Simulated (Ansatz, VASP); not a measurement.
Al in VASP and in Ansatz

POSCAR

```
Al
1.0
    0.0000000000      2.0604342856      2.0604342856
    2.0604342856      0.0000000000      2.0604342856
    2.0604342856      2.0604342856      0.0000000000
Al
1
Direct
    0.0000000000      0.0000000000      0.0000000000
```

File INCAR.step1:

```
SYSTEM = Al
ALGO = Normal
EDIFF = 1E-4
ENCUT = 520
GGA = PE
ISMEAR = 0
LASPH = .True.
LCHARG = .False.
LREAL = .False.
LWAVE = .True.
NBANDS = 8
NELM = 60
PREC = Accurate
SIGMA = 0.1
```

The input INCAR.step2:

```
SYSTEM = Al
ALGO = Normal
EDIFF = 1E-7
ENCUT = 520
ISIF = 2
ISMEAR = 0
ISTART = 1
LASPH = .True.
LCHARG = .False.
LMIXTAU = .True.
LREAL = .False.
LWAVE = .False.
METAGGA = R2SCAN
NBANDS = 8
NELM = 60
PREC = Accurate
SIGMA = 0.1
```

File KPOINTS:

```
k-points
0
Gamma
  18 18 18
  0 0 0
```

Input for Ansatz:

```yaml
crystal:
  lattice:
    - [0.0, 2.0604342856, 2.0604342856]
    - [2.0604342856, 0.0, 2.0604342856]
    - [2.0604342856, 2.0604342856, 0.0]
  atoms:
    - { symbol: Al, position: [0.0, 0.0, 0.0] }
basis:
  ecutwfc: 500
kpoints:
  mp_grid: { grid: [18, 18, 18] }
hamiltonian:
  xc: r2scan
scf:
  occupations: { method: gaussian, width: 0.1 }
output:
  forces: true
  stress: true
  eigenvalues: true
```

Alike in both runs: task single point; functional r2SCAN; k mesh 18 × 18 × 18; occupations gaussian, width 0.1 eV; no spin polarisation.

|  | VASP | Ansatz |
| --- | --- | --- |
| version | VASP 6.6.1 | Ansatz 0.2.0 |
| potentials or method | VASP PAW PBE potentials, release 64 (Al) | scalar-relativistic, plane waves, PAW |
| plane-wave cutoff (eV) | 520 | 500 |
| valence electrons in the cell | 3 | 3 |

|  | VASP | Ansatz | Ansatz less VASP |
| --- | --- | --- | --- |
| gap on the k mesh at the Fermi level (eV) | none | none | - |
| pressure (GPa) | -7.2 | -7.0 | +0.25 |

A gap of «none» marks a metal or a gap that the smearing closes. With one functional, cell and mesh, what is left measures potentials, basis and numerics.

Caveats: the PAW data sets were made with another functional, which shifts forces and pressure a little (VASP).
